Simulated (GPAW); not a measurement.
CdSe, 2 atoms in the cell. It takes space group F-43m (No. 216, cubic). Conventional cell: a = 6.141 Å, b = 6.141 Å, c = 6.141 Å, α = 90.00°, β = 90.00°, γ = 90.00°. Around Cd (site symmetry -43m) lie 4 Se at 2.66 Å. Se (site symmetry -43m) has 4 Cd at 2.66 Å as nearest neighbours. Measurements of this composition are mostly on another form, of space group No. 186.

| Item | Value |
| --- | --- |
| Program | GPAW 26.7.0 |
| Task | Wannier functions |
| Functional | PBEsol |
| Potentials or basis | PAW data sets generated in the run's folder for this functional |
| Cutoff | 600 eV |
| Basis | pw |
| k mesh | 8 × 8 × 8 |
| Occupations | fermi-dirac, width 0.05 eV |
| Spin | no spin polarisation |
| Maxiter | 150 |
| k mesh for the Wannier functions | 4 × 4 × 4 |
| Wannier start | scdm |
| Wannier functional | std |
| Wannier space | filled bands |
| Wannier code | ASE |

Potentials or basis: PAW data sets generated in the run's folder for this functional, pw.

Command:

```console
$ gpaw-setup -f PBEsol Cd Se
$ OMP_NUM_THREADS=1 python run.py
```

Hardware: 1 thread of Intel(R) Xeon(R) 6975P-C (Granite Rapids), with other jobs on the host.

Problem. How long does it take, and how much memory?

Solution. It took 98 s on 1 thread of Intel(R) Xeon(R) 6975P-C (Granite Rapids) (shared host), peak memory 0.38 GiB. Counts: scf iterations 16, plane waves 1964, bands 18, k points 29.
